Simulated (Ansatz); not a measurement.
**Sn: a tetragonal deformation path**

Aim: for Sn, follow a tetragonal deformation at fixed volume.

Method: DFT PBEsol, scalar-relativistic, plane waves, PAW, in Ansatz 0.2.0.

## Step 1: The system as given

The structure is tetragonal, space group I4/mmm (No. 139). Conventional cell: a = 3.182 Å, b = 3.182 Å, c = 5.831 Å, α = 90.00°, β = 90.00°, γ = 90.00°. Sn (site symmetry 4/mmm) has 4 Sn at 3.18 Å in its first shell of neighbours.

Structure file:

```xyz
1
Lattice="-1.5908 1.5908 2.9156 1.5908 -1.5908 2.9156 1.5908 1.5908 -2.9156" Properties=species:S:1:pos:R:3 pbc="T T T"
Sn    0.0000    0.0000    0.0000
```

The cell is taken as given, not relaxed at this level.

## Step 2: Zero of energy

The reference gives a free energy of -5949.6836 eV, pressure -4.11 GPa, largest force 0.000 eV/Å and gap on the mesh none (metal). It was computed beforehand with the settings of the runs below.

## Step 3: The scan: a tetragonal deformation path

At fixed volume and fractional coordinates, lengths along (0.000, 0.000, 1.000) are scaled against those across it; ρ is that ratio over its starting value.

## Step 4: Point ρ = 0.850

input.yaml

```yaml
crystal:
  lattice:
    - [-1.6793025856, 1.6793025856, 2.616262641]
    - [1.6793025856, -1.6793025856, 2.616262641]
    - [1.6793025856, 1.6793025856, -2.616262641]
  atoms:
    - { symbol: Sn, position: [0.0, 0.0, 0.0] }
basis:
  ecutwfc: 420
kpoints:
  mp_grid: { grid: [24, 24, 24] }
hamiltonian:
  xc: pbesol
scf:
  occupations: { method: gaussian, width: 0.15 }
output:
  forces: true
  stress: true
  eigenvalues: true
```

The run is started by

```sh
$ ansatz run input.yaml --threads 1 --pin off --max-ram 2560MiB --backend cpu --events-out ev --progress --plain --runs-dir out
```

## Step 5: At ρ = 1.200

Changes to input.yaml since step 4:

```diff
@@ -2,5 +2,5 @@
   lattice:
-    - [-1.6793025856, 1.6793025856, 2.616262641]
-    - [1.6793025856, -1.6793025856, 2.616262641]
-    - [1.6793025856, 1.6793025856, -2.616262641]
+    - [-1.4969530629, 1.4969530629, 3.2924780371]
+    - [1.4969530629, -1.4969530629, 3.2924780371]
+    - [1.4969530629, 1.4969530629, -3.2924780371]
   atoms:
```

## Step 6: ρ = 0.920

Changes to input.yaml since step 5:

```diff
@@ -2,5 +2,5 @@
   lattice:
-    - [-1.4969530629, 1.4969530629, 3.2924780371]
-    - [1.4969530629, -1.4969530629, 3.2924780371]
-    - [1.4969530629, 1.4969530629, -3.2924780371]
+    - [-1.6355832569, 1.6355832569, 2.7579979614]
+    - [1.6355832569, -1.6355832569, 2.7579979614]
+    - [1.6355832569, 1.6355832569, -2.7579979614]
   atoms:
```

## Step 7: Point ρ = 1.100

input.yaml

```yaml
crystal:
  lattice:
    - [-1.5410061438, 1.5410061438, 3.1069231616]
    - [1.5410061438, -1.5410061438, 3.1069231616]
    - [1.5410061438, 1.5410061438, -3.1069231616]
  atoms:
    - { symbol: Sn, position: [0.0, 0.0, 0.0] }
basis:
  ecutwfc: 420
kpoints:
  mp_grid: { grid: [24, 24, 24] }
hamiltonian:
  xc: pbesol
scf:
  occupations: { method: gaussian, width: 0.15 }
output:
  forces: true
  stress: true
  eigenvalues: true
  write_density: true
  write_potential: true
  elf: true
  volumetric_format: npy
```

## Step 8: ρ = 0.960

Changes to input.yaml since step 7:

```diff
@@ -2,5 +2,5 @@
   lattice:
-    - [-1.5410061438, 1.5410061438, 3.1069231616]
-    - [1.5410061438, -1.5410061438, 3.1069231616]
-    - [1.5410061438, 1.5410061438, -3.1069231616]
+    - [-1.6125438041, 1.6125438041, 2.8373715597]
+    - [1.6125438041, -1.6125438041, 2.8373715597]
+    - [1.6125438041, 1.6125438041, -2.8373715597]
   atoms:
```

## Step 9: ρ = 1.050

Changes to input.yaml since step 8:

```diff
@@ -2,5 +2,5 @@
   lattice:
-    - [-1.6125438041, 1.6125438041, 2.8373715597]
-    - [1.6125438041, -1.6125438041, 2.8373715597]
-    - [1.6125438041, 1.6125438041, -2.8373715597]
+    - [-1.5650882545, 1.5650882545, 3.0120459203]
+    - [1.5650882545, -1.5650882545, 3.0120459203]
+    - [1.5650882545, 1.5650882545, -3.0120459203]
   atoms:
```

## Step 10: ρ = 0.800

input.yaml

```yaml
crystal:
  lattice:
    - [-1.7135834916, 1.7135834916, 2.5126310016]
    - [1.7135834916, -1.7135834916, 2.5126310016]
    - [1.7135834916, 1.7135834916, -2.5126310016]
  atoms:
    - { symbol: Sn, position: [0.0, 0.0, 0.0] }
basis:
  ecutwfc: 420
kpoints:
  mp_grid: { grid: [24, 24, 24] }
hamiltonian:
  xc: pbesol
scf:
  occupations: { method: gaussian, width: 0.15 }
output:
  forces: true
  stress: true
  eigenvalues: true
```

## Step 11: Point ρ = 1.300

Changes to input.yaml since step 10:

```diff
@@ -2,5 +2,5 @@
   lattice:
-    - [-1.7135834916, 1.7135834916, 2.5126310016]
-    - [1.7135834916, -1.7135834916, 2.5126310016]
-    - [1.7135834916, 1.7135834916, -2.5126310016]
+    - [-1.4575411153, 1.4575411153, 3.4729427494]
+    - [1.4575411153, -1.4575411153, 3.4729427494]
+    - [1.4575411153, 1.4575411153, -3.4729427494]
   atoms:
```

(Steps that only read results are left out.)

What does the calculation give? Wanted: highest point.

**Answer**, as computed:

| quantity | value |
| --- | --- |
| highest point | 177.5 meV/atom at ρ = 1.300 |

What this shows: The undisturbed cell is not the lowest point: the energy is 27.0 meV/atom lower at ρ = 0.800; the cell was taken as given and not relaxed at this level. No further minimum shows among the sampled points.
